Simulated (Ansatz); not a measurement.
# AgI: a single-point run

Wanted: a converged single-point run for AgI, and a check of what comes out. The structure is shown as the input types it.

Method: density functional or hybrid calculation with the settings of its input, plane waves (as first typed), in Ansatz 0.2.0.

## 1. The starting structure

It takes space group F-43m (No. 216, cubic). The conventional cell has a = 6.577 Å, b = 6.577 Å, c = 6.577 Å, α = 90.00°, β = 90.00°, γ = 90.00°. Ag (site symmetry -43m) is surrounded by 4 I at 2.85 Å. Around I (site symmetry -43m) lie 4 Ag at 2.85 Å.

Structure file:

```
CELL_PARAMETERS angstrom
0.00000 3.28857 3.28857
3.28857 0.00000 3.28857
3.28857 3.28857 0.00000
ATOMIC_POSITIONS crystal
Ag 0.00000 0.00000 0.00000
I 0.25000 0.25000 0.25000
```

## 2. Running it

Contents of input.yaml:

```yaml
crystal:
  lattice:
    - [0.0, 3.2885749246, 3.2885749246]
    - [3.2885749246, 0.0, 3.2885749246]
    - [3.2885749246, 3.2885749246, 0.0]
  atoms:
    - { symbol: Ag, position: [0.0, 0.0, 0.0] }
    - { symbol: I, position: [0.25, 0.25, 0.25] }
kpoints:
  mp_grid: { grid: [4, 4, 4] }
hamiltonian:
  xc: r2scan
scf:
  occupations: { method: fixed }
  n_extra_bands: 4
  max_iter: 85
output:
  forces: true
  stress: true
  eigenvalues: true
basis:
  ecutwfc: 40
```

Command:

```console
$ ansatz run input.yaml --threads 4 --pin off --max-ram 3686MiB --backend cpu --events-out ev --progress --plain --runs-dir out
```

What happens when this is run?

The run converged and reported no error, with warnings (band overlap at count, cutoff below recommended, metallic iterate). It gives a pressure of -2718 GPa, which is large.

The suspect setting: basis.ecutwfc is 40. With so few plane waves the basis is incomplete by a wide margin. The potentials' recommended cutoff is 500 eV.

Run again and compare: delete basis.ecutwfc (the default then holds).
